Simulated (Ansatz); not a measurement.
**NaCl: the band gap up the ladder of functionals**

One table from this session's results is given with a row withheld; the runs are named, their logs left out.

Code: Ansatz 0.2.0. PAW datasets, plane waves. Computed at 0 K without zero-point motion; spin polarisation is off.

### Starting point

The cell was relaxed beforehand with r2SCAN.

It is cubic, Fm-3m (No. 225); conventional cell a = 5.605 Å, 22.02 Å³ an atom. Na has 6 Cl at 2.80 Å; Cl has 6 Na at 2.80 Å.

As a file:

```cif
data_structure
_symmetry_space_group_name_H-M 'Fm-3m'
_symmetry_Int_Tables_number 225
_cell_length_a 5.6054
_cell_length_b 5.6054
_cell_length_c 5.6054
_cell_angle_alpha 90.000
_cell_angle_beta 90.000
_cell_angle_gamma 90.000
_cell_volume 176.12
loop_
_atom_site_label
_atom_site_type_symbol
_atom_site_symmetry_multiplicity
_atom_site_Wyckoff_symbol
_atom_site_fract_x
_atom_site_fract_y
_atom_site_fract_z
_atom_site_occupancy
Na1 Na 4 a 0.00000 0.00000 0.00000 1
Cl1 Cl 4 b 0.50000 0.00000 0.00000 1
```

Set-up of the first run:

Contents of input.yaml:

```yaml
crystal:
  lattice:
    - [0.0, 2.8026987877, 2.8026987877]
    - [2.8026987877, 0.0, 2.8026987877]
    - [2.8026987877, 2.8026987877, 0.0]
  atoms:
    - { symbol: Na, position: [0.0, 0.0, 0.0] }
    - { symbol: Cl, position: [0.5, 0.5, 0.5] }
kpoints:
  mp_grid: { grid: [8, 8, 8] }
  band_path:
    path:
      - [[0.0, 0.0, 0.0], [0.5, -3.636046838262e-35, 0.5], [0.625, 0.25, 0.625]]
      - [[0.375, 0.375, 0.75], [0.0, 0.0, 0.0], [0.5, 0.5, 0.5], [0.5, 0.25, 0.75], [0.5, -3.636046838262e-35, 0.5]]
    npoints: 10
hamiltonian:
  xc: pbe
scf:
  occupations: { method: fermi_dirac, width: 0.02 }
  n_extra_bands: 4
output:
  forces: true
  stress: true
  eigenvalues: true
```

Command:

```
$ ansatz run input.yaml --threads 2 --pin off --max-ram 2211MiB --backend cpu --events-out ev --progress --plain --runs-dir out
```

Steps of the session up to this table: PBE bands along the symmetry lines; r2SCAN; HSE06 at the same geometry; G0W0 on PBE; PBE0.

One of the session's tables, all rows but one given; the rest of the session is left out.

| level | gap (eV) |
| --- | --- |
| PBE | 5.18 |
| r2SCAN | 5.98 |
| HSE06 | ? |
| G0W0@PBE (131 empty bands) | 7.90 |
| PBE0 | 7.28 |

**Question.** Estimate the row for HSE06.

The run gave: gap (eV): 6.56. In the column «gap (eV)» it lies between r2SCAN (5.98) and PBE0 (7.28).

Meshes: PBE 8×8×8, r2SCAN 8×8×8, HSE06 6×6×6, PBE0 6×6×6

PBE gives the least gap, 5.18 eV, and G0W0@PBE (131 empty bands) the largest, 7.90 eV. PBE reaches 66 % of the G0W0@PBE value, and r2SCAN 76 %. PBE0 lies 0.72 eV above HSE06, which differs from it by screening the long-range exchange. G0W0 values are finite-basis, finite-mesh values.

Caveats from the session: Warnings in the runs' records: stress scf threshold loose, stress exchange threshold loose.
